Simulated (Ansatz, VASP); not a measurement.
# InSb in two plane-wave programs, part 2 of 2

One calculation is typed for both programs; each brings its own data sets. How far apart do they land? The structure shown is the end of the Ansatz relaxation below.

VASP 6.6.1 and Ansatz 0.2.0.

So far. Step 3 (VASP: single point, PBEsol, pair 1): The run ends at a pressure of 0.31 GPa.

**6. VASP: single point, PBEsol, pair 2**

Level of this step: PBEsol; plane waves and PAW (Sb, In_d) (VASP).

The same cell, functional, mesh and smearing now go to VASP, with its own data sets.

File INCAR:

```
SYSTEM = InSb
PREC = Accurate
ENCUT = 500
EDIFF = 1E-06
NELM = 120
ISMEAR = -1
SIGMA = 0.02
LREAL = .FALSE.
ALGO = Normal
GGA = PS
NBANDS = 24
LORBIT = 11
LWAVE = .FALSE.
LCHARG = .FALSE.
ISIF = 2
LASPH = .TRUE.
GGA_COMPAT = .FALSE.
EFERMI = MIDGAP
KPAR = 2
```

File POSCAR:

```
InSb
1.0
    4.6480814488      0.0000000000      0.0000000000
    0.0000000000      4.6480814488      0.0000000000
    0.0000000000      0.0000000000      6.3912767800
Sb In
2 2
Direct
    0.5000000000      0.0000000000      0.7500000000
    0.0000000000      0.5000000000      0.2500000000
    0.0000000000      0.0000000000      0.0000000000
    0.5000000000      0.5000000000      0.5000000000
```

File KPOINTS:

```
Automatic mesh
0
Gamma
6 6 4
0 0 0
```

PAW data sets: Sb and In_d (PBE family, release 64).

Run with:

```
> mpirun -np 2 vasp_std
```

Numbers of over 12 decimals in the logs are rounded to 6 here.

The log of the run:

```text
[banner, memory and clock lines left out]
running    2 mpi-ranks, on    1 nodes
[...]
[... a notice as in an earlier step ...]

 LDA part: xc-table for (Slater+PW92), standard interpolation
 POSCAR, INCAR and KPOINTS ok, starting setup
[...]
entering main loop
       N       E                     dE             d eps       ncg     rms          rms(c)
DAV:   1     0.277547260583E+03    0.27755E+03   -0.15225E+04  1440   0.146E+03
DAV:   2     0.679403405214E+01   -0.27075E+03   -0.26574E+03  1560   0.363E+02
DAV:   3    -0.149066360407E+02   -0.21701E+02   -0.21445E+02  1832   0.121E+02
DAV:   4    -0.156285691913E+02   -0.72193E+00   -0.72165E+00  1728   0.263E+01
[...]
DAV:  11    -0.153821551604E+02   -0.18954E-04   -0.23167E-05  1792   0.425E-02    0.119E-02
DAV:  12    -0.153821602405E+02   -0.50801E-05   -0.17327E-05  1400   0.328E-02    0.582E-03
DAV:  13    -0.153821596095E+02    0.63097E-06   -0.19646E-06  1288   0.118E-02
   1 F= -.15382160E+02 E0= -.15382096E+02  d E =-.127205E-03
```

From OUTCAR (step 6):

```text
  Total        0.0139357      0.0139357      0.4734896      0.0000000      0.0000000      0.0000000
  in kB        0.1616978      0.1616978      5.4939659      0.0000000      0.0000000      0.0000000
  external PRESSURE =       1.9391205 kB  Pullay stress =       0.0000000 kB

 POSITION                                       TOTAL-FORCE (eV/Angst)
 -----------------------------------------------------------------------------------
      2.32404      0.00000      4.79346        -0.000000      0.000000      0.000000
      0.00000      2.32404      1.59782        -0.000000      0.000000      0.000000
      0.00000      0.00000      0.00000         0.000000     -0.000000      0.000000
      2.32404      2.32404      3.19564        -0.000000     -0.000000     -0.000000
 -----------------------------------------------------------------------------------
    total drift:                                0.000000      0.000000      0.000000

  FREE ENERGIE OF THE ION-ELECTRON SYSTEM (eV)
  ---------------------------------------------------
  free  energy   TOTEN  =       -15.3821596095 eV

  energy  without entropy=      -15.3820324048  energy(sigma->0) =      -15.38209601

[... 1 part as in an earlier step ...]

[... 2 further parts left out ...]
[key lines of the parts left out:]
E-fermi :   4.8315
```

The run ends at a pressure of 0.19 GPa.

**7. Differences**

What differs besides the data sets and the points named for the pairs above, as far as they apply: the data sets hold 56 valence electrons in Ansatz (on its PAW soft_1 files) and 36 in VASP. Total energies have different zeros and are not compared.

Compared:

```csv
quantity,Ansatz,VASP,difference
pressure (GPa),0.18,0.19,-0.02
gap on the k mesh (eV),0.129,0.129,0.000
```

A gap on the mesh is an upper bound, since the band edges may lie between its points.

**8. Ansatz: relaxation, PBEsol**

This run makes the geometry at which the two programs are then compared. The cell compared in this pair holds 138.47 Å³, against 138.08 Å³ for the pair before.

The structure compared here is the end of the Ansatz relaxation.

File input.yaml:

```yaml
crystal:
  lattice:
    - [4.623074865, 0.0, 0.0]
    - [0.0, 4.623074865, 0.0]
    - [0.0, 0.0, 6.45649389]
  atoms:
    - { symbol: Sb, position: [0.5, 0.0, 0.75] }
    - { symbol: Sb, position: [1.0, 0.5, 0.25] }
    - { symbol: In, position: [0.0, 0.0, 0.0] }
    - { symbol: In, position: [0.5, 0.5, 0.5] }
kpoints:
  mp_grid: { grid: [6, 6, 4] }
scf:
  occupations: { method: fermi_dirac, width: 0.02 }
hamiltonian:
  xc: pbesol
  pseudopotentials: { kind: paw, azcp: { folder: soft_1 }, xc_functional: pbe }
basis:
  ecutwfc: 600
output:
  forces: true
  stress: true
relax:
  f_tol: 0.005
  max_steps: 70
  cell: { stress_tol: 0.02, p_target: 0, fix: [c, alpha, beta, gamma] }
```

Run with:

```
> ansatz run input.yaml --threads 4 --pin off --max-ram 10240MiB --backend cpu --events-out ev --progress --plain --runs-dir out
```

The log of the run:

```text
[...]
Crystal: 4 atoms, lattice volume = 137.993 Å³
Basis set: ecut = 600 eV, 4573 PW (Γ), exchange–correlation on 80×80×108 points (8 copies of the dense FFT grid, shifted against one another)
Bands: 34, of which v1, the nominal top of the filled ones, is band 28 counted from 1 (27 counted from 0)
Symmetry: 16 space group operations
[...]
-0.000000       0.000000       0.193584
  P = ⅓ Tr σ = 0.0643 GPa (0.643 kbar)
--- Relaxed structure (3 steps of the walk, 3 accepted, 1 SCFs on fresh bases) ---
[...]
cell:  # Å, volume = 138.4678 Å³
    - [4.631014, 0, 0]
    - [0, 4.631014, 0]
    - [0, 0, 6.45649389]
  atoms:
    - { symbol: Sb, position: [0.5, 0, 0.750000] }
    - { symbol: Sb, position: [1.0, 0.5, 0.250000] }
    - { symbol: In, position: [0, 0, 0] }
    - { symbol: In, position: [0.5, 0.5, 0.500000] }
[key lines of the parts left out:]
SCF converged after 6 iterations
Free energy (F): -23867.565297 eV
Fermi energy:    7.153145 eV
```

**9. VASP: single point, PBEsol, pair 3**

The same cell, functional, mesh and smearing now go to VASP, with its own data sets.

INCAR, as its differences from that of step 6:

```diff
@@ -17,3 +17,2 @@
 GGA_COMPAT = .FALSE.
-EFERMI = MIDGAP
 KPAR = 2
```

File POSCAR:

```
InSb
1.0
    4.6310138757      0.0000000000      0.0000000000
    0.0000000000      4.6310138757      0.0000000000
    0.0000000000      0.0000000000      6.4564938900
Sb In
2 2
Direct
    0.5000000000      0.0000000000      0.7500000000
    0.0000000000      0.5000000000      0.2500000000
    0.0000000000      0.0000000000      0.0000000000
    0.5000000000      0.5000000000      0.5000000000
```

KPOINTS is that of step 6.

Run with:

```
> mpirun -np 2 vasp_std
```

The log of the run:

```text
[... set-up lines as in an earlier step ...]
 entering main loop
       N       E                     dE             d eps       ncg     rms          rms(c)
DAV:   1     0.281443233196E+03    0.28144E+03   -0.15217E+04  1440   0.147E+03
DAV:   2     0.892405154263E+01   -0.27252E+03   -0.26781E+03  1528   0.372E+02
DAV:   3    -0.148393065356E+02   -0.23763E+02   -0.23615E+02  1832   0.126E+02
DAV:   4    -0.156220022943E+02   -0.78270E+00   -0.78220E+00  1656   0.271E+01
[...]
DAV:  11    -0.153854244875E+02   -0.19759E-04   -0.23884E-05  1776   0.439E-02    0.119E-02
DAV:  12    -0.153854294086E+02   -0.49211E-05   -0.15781E-05  1360   0.319E-02    0.571E-03
DAV:  13    -0.153854287958E+02    0.61278E-06   -0.18155E-06  1256   0.116E-02
   1 F= -.15385429E+02 E0= -.15385254E+02  d E =-.349428E-03
```

Parts of OUTCAR (step 9):

```text
  Total        0.0131297      0.0131297      0.1779902      0.0000000      0.0000000      0.0000000
  in kB        0.1519200      0.1519200      2.0594809      0.0000000      0.0000000      0.0000000
  external PRESSURE =       0.7877736 kB  Pullay stress =       0.0000000 kB

 POSITION                                       TOTAL-FORCE (eV/Angst)
 -----------------------------------------------------------------------------------
      2.31551      0.00000      4.84237         0.000000     -0.000000      0.000000
      0.00000      2.31551      1.61412         0.000000     -0.000000      0.000000
      0.00000      0.00000      0.00000        -0.000000     -0.000000      0.000000
      2.31551      2.31551      3.22825         0.000000      0.000000     -0.000000
 -----------------------------------------------------------------------------------
    total drift:                                0.000000      0.000000      0.000000

  FREE ENERGIE OF THE ION-ELECTRON SYSTEM (eV)
  ---------------------------------------------------
  free  energy   TOTEN  =       -15.3854287958 eV

  energy  without entropy=      -15.3850793681  energy(sigma->0) =      -15.38525408

[... 1 part as in an earlier step ...]

[... 2 further parts left out ...]
[key lines of the parts left out:]
E-fermi :   4.7937
```

The run ends at a pressure of 0.08 GPa.

**10. Side by side**

What differs besides the data sets and the points named for the pairs above, as far as they apply: the data sets hold 56 valence electrons in Ansatz (on its PAW soft_1 files) and 36 in VASP. Total energies have different zeros and are not compared.

The two programs side by side:

| quantity | Ansatz | VASP | difference |
| --- | --- | --- | --- |
| pressure (GPa) | 0.06 | 0.08 | -0.01 |
| gap on the k mesh (eV) | 0.066 | 0.066 | 0.000 |

A gap on the mesh is an upper bound, since the band edges may lie between its points.

**11. Summary of results**

- difference in gap on the k mesh (single point, PBEsol, pair 1): -3.0e-4 eV
- difference in gap on the k mesh (single point, PBEsol, pair 2): -2.6e-4 eV
- difference in gap on the k mesh (single point, PBEsol, pair 3): -1.0e-4 eV

**Reading.** The difference in gap on the k mesh is -3.0e-4 eV (single point, PBEsol, pair 1), within the 0.08 eV picked in this series as the mark of a large difference. The data sets hold unlike numbers of valence electrons (56 in Ansatz and 36 in VASP), so part of the differences comes from the potentials. 3 further runs of this series are not shown here. Such differences can come from data sets, numerical settings and the points named under the comparisons, not from the functional's error against experiment.

[Lines on the potential files, build, host, timing and source positions are cut from VASP's logs without a mark.]

[Logs are printed without paths, hosts, clocks, repeated set-up lines and the standing remarks that a program may print on its own settings, such as how far it seeks lower states.]

[Hosts, paths, dates, database ids (printed as entryN), source tags and the programs' standing remarks are cut or masked in the printed files.]
